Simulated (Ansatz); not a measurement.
Sb under changes of volume

One of the cells (31.554 Å³/atom); the others are scaled copies at fixed shape and fractional positions:

```
Sb
1.0
     3.16000    0.00000    0.00000
     0.00000    3.16000    0.00000
     0.00000    0.00000    3.16000
Sb
1
Direct
  0.00000 0.00000 0.00000
```

This isn't the form of Sb at room conditions, which is rhombohedral.

* Program: Ansatz 0.2.0
* Functional: LDA
* Potentials or basis: all-electron LAPW, scalar-relativistic
* Cutoff: 185 eV (chosen from the basis error)
* Basis error allowed: 0.001 eV/atom
* k mesh: 8 × 8 × 8
* Occupations: fermi-dirac, width 0.05 eV
* Spin: no spin polarisation

```tsv
volume (Å³/atom)	energy over the lowest point (meV/atom)	pressure (GPa)
29.661	0.00	-2.8
30.292	13.21	-3.9
30.923	30.48	-4.8
31.554	51.32	-5.7
32.186	?	?
32.817	102.01	-7.1
33.448	131.12	-7.6
```

What does the run at 32.186 Å³/atom give?

Energy over the lowest point 75.29 meV/atom; pressure -6.4 GPa.

Worked out: A Birch-Murnaghan fit of order 3 (a polynomial in V^(-2/3)) to the other rows has no minimum within the range. It gives 75.31 meV/atom at 32.186 Å³/atom, against the run's 75.29, and -dE/dV = -6.4 GPa, against -6.4.

Energies are extrapolated to zero smearing.
